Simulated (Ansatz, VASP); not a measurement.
**Al: VASP beside Ansatz**

```
Al
1.0
     2.60890    0.00000    0.00000
     0.00000    2.60890    0.00000
     0.00000    0.00000    2.60890
Al
1
Direct
  0.00000 0.00000 0.00000
```

Alike in both runs: task single point; functional LDA; k mesh 13 × 13 × 13; occupations fermi-dirac, width 0.1 eV; no spin polarisation.

```csv
,VASP,Ansatz
version,VASP 6.6.1,Ansatz 0.2.0
potentials or method,"VASP PAW LDA potentials, release 64 (Al)","plane waves (420 eV) with PAW, scalar-relativistic"
plane-wave cutoff (eV),520,420
valence electrons in the cell,3,3
```

VASP gave:

```
pressure (GPa) : 6.3
```

Problem. Which values does Ansatz return?

Solution. Pressure (GPa): 6.2.

Ansatz warned: «pseudo_functional_mismatch».
